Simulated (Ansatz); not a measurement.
Input and command of a calculation in Ansatz (plane waves; scalar-relativistic PAW potentials unless the input names others):

```yaml
crystal:
  lattice:
    - [2.2972989342, 2.2972989342, 0.0]
    - [-2.2972989342, 2.2972989342, 0.0]
    - [0.0, 0.0, 4.6635168364]
  atoms:
    - { symbol: Zr, position: [0.5, 0.5, 0.0] }
    - { symbol: Zr, position: [0.0, 0.0, 0.5] }
    - { symbol: "N", position: [0.0, 0.0, 0.0] }
    - { symbol: "N", position: [0.5, 0.5, 0.5] }
basis:
  ecutwfc: 420
kpoints:
  mp_grid: { grid: [16, 16, 12] }
hamiltonian:
  xc: pbe
scf:
  max_iter: 50
output:
  forces: true
  eigenvalues: true
  stress: true
```

```bash
ansatz run input.yaml --threads 1 --pin off --max-ram 2560MiB --backend cpu --events-out ev --progress --plain --runs-dir out
```

Q: What will the program do with this input?

A: The program refuses it, because of no occupation method (scf.occupations: {"method": "gaussian", "width": 0.1} → not typed). With the sound run's settings it is accepted.

Abridged log:
```
Error: YAML parse error: `scf.occupations.method` is required: fixed only where the cell keeps a band gap throughout the run, explicit beside scf.occupations.values (under evaluate: without them), else a smearing such as fermi_dirac (scf.occupations.width is optional; its entry in the input reference gives the default)
```